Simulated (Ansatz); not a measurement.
# Ga5N6: the cost of one run

Computed with Ansatz 0.2.0 (DFT PBE, scalar-relativistic, plane waves, PAW, unless a step's input says otherwise).

1 further run of the same task is left out (set aside as unsound or not needed). Runs told in other sessions of the task aren't counted.

## (1) Starting point

It takes space group F-43m (No. 216, cubic). The conventional cell has a = 4.548 Å, b = 4.548 Å, c = 4.548 Å, α = 90.00°, β = 90.00°, γ = 90.00°. Ga (site symmetry -43m) is surrounded by 4 N at 1.97 Å. N (site symmetry -43m) is surrounded by 4 Ga at 1.97 Å.

Structure file:

```xyz
2
Lattice="0.0000 2.2742 2.2742 2.2742 0.0000 2.2742 2.2742 2.2742 0.0000" Properties=species:S:1:pos:R:3 pbc="T T T"
Ga    0.0000    0.0000    0.0000
N     3.4114    3.4114    3.4114
```

It goes back to an entry of the Materials Project.

This cell was relaxed beforehand with the same method: volume 11.76 Å³/atom, gap on the mesh 1.54 eV.

The bulk reference comes from a run made before at the same settings: -2083.9540 eV/atom.

## (2) Cutting the (100) slab

Planes are indexed in the bulk's conventional cell (F-43m (No. 216)), a = 4.548 Å, b = 4.548 Å, c = 4.548 Å, α = 90.00°, β = 90.00°, γ = 90.00°.

The slab is a (100) slab, 11.4 Å thick as cut, with 15 Å of vacuum; its outer planes are N (top) and N (bottom).

The slab as cut. Its planes from the bottom up:

```csv
plane,atoms per cell,height over the lowest (Å)
1,N,0.00
2,Ga,1.14
3,N,2.27
4,Ga,3.41
5,N,4.55
6,Ga,5.69
7,N,6.82
8,Ga,7.96
9,N,9.10
10,Ga,10.23
11,N,11.37
```

## (3) The slab as cut, atoms at the bulk's places

The cell repeats along c, and a dipole correction in the vacuum removes the field between the copies.

Contents of input.yaml:

```yaml
crystal:
  lattice:
    - [3.2162589223, 0.0, 0.0]
    - [0.0, 3.2162589223, 0.0]
    - [0.0, 0.0, 26.3711924699]
  atoms:
    - { symbol: "N", position: [0.0, 0.5, 0.2844012461] }
    - { symbol: Ga, position: [0.5, 0.5, 0.3275209969] }
    - { symbol: "N", position: [0.5, 0.0, 0.3706407477] }
    - { symbol: Ga, position: [0.0, 0.0, 0.4137604984] }
    - { symbol: "N", position: [0.0, 0.5, 0.4568802492] }
    - { symbol: Ga, position: [0.5, 0.5, 0.5] }
    - { symbol: "N", position: [0.5, 0.0, 0.5431197508] }
    - { symbol: Ga, position: [0.0, 0.0, 0.5862395016] }
    - { symbol: "N", position: [0.0, 0.5, 0.6293592523] }
    - { symbol: Ga, position: [0.5, 0.5, 0.6724790031] }
    - { symbol: "N", position: [0.5, 0.0, 0.7155987539] }
basis:
  ecutwfc: 420
kpoints:
  mp_grid: { grid: [8, 8, 1] }
hamiltonian:
  xc: pbe
scf:
  occupations: { method: gaussian, width: 0.05 }
output:
  forces: true
  stress: true
  eigenvalues: true
efield:
  axis: 3
  dipole_correction: true
  ramp_width: 0.04
```

Command:

```
ansatz run input.yaml --threads 1 --pin off --max-ram 2560MiB --backend cpu --events-out ev --progress --plain --runs-dir out
```

Q: Estimate wall time and peak memory on 1 thread of Intel Xeon at 2.50GHz (Skylake/Cascade Lake), shared host.

About 66 s, with a peak of 0.61 GiB.
